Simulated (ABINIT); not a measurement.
ZnSe (Stilleite) in ABINIT: convergence with pawecutdg

Crystal: ZnSe (Stilleite).

```xyz
2
Lattice="0.0000 2.8338 2.8338 2.8338 0.0000 2.8338 2.8338 2.8338 0.0000" Properties=species:S:1:pos:R:3 pbc="T T T"
Se    4.2507    4.2507    4.2507
Zn    0.0000    0.0000    0.0000
```

```yaml
Program: ABINIT 10.8.3 (patched build)
Task: single point
Functional: BLYP
Potentials_or_basis: JTH PAW PBE v2.0
Cutoff: 599 eV
k_mesh: 8 × 8 × 8
Occupations: gaussian, width 0.1 eV
Spin: no spin polarisation
```

These are the settings of the first run; the series varies pawecutdg, with any setting tied to it.

Hardware: 1 thread of Arm Neoverse V2 (shared host).

```csv
pawecutdg,"energy less the tightest run, at zero smearing (meV/atom)",pressure (GPa),SCF cycles,CPU time (s),peak memory (GiB)
22.7,-1.97,5.33,28,38,0.11
26.4,-0.62,5.54,28,38,0.11
33,-0.96,5.40,27,37,0.11
39.6,-0.08,5.39,29,39,0.12
48.4,-0.13,5.41,28,39,0.12
59.4,-0.10,5.39,28,39,0.13
72.6,0.00,5.39,27,39,0.15
```

Against the tightest run, the energy stays within 1 meV/atom from 26.4 on; the pressure stays within 0.1 GPa from 33 on. The tightest run that finished is the yardstick and may itself not be fully converged.

Caveat, for the tightest run too: the PAW data sets were made with another functional, which shifts forces and pressure a little.
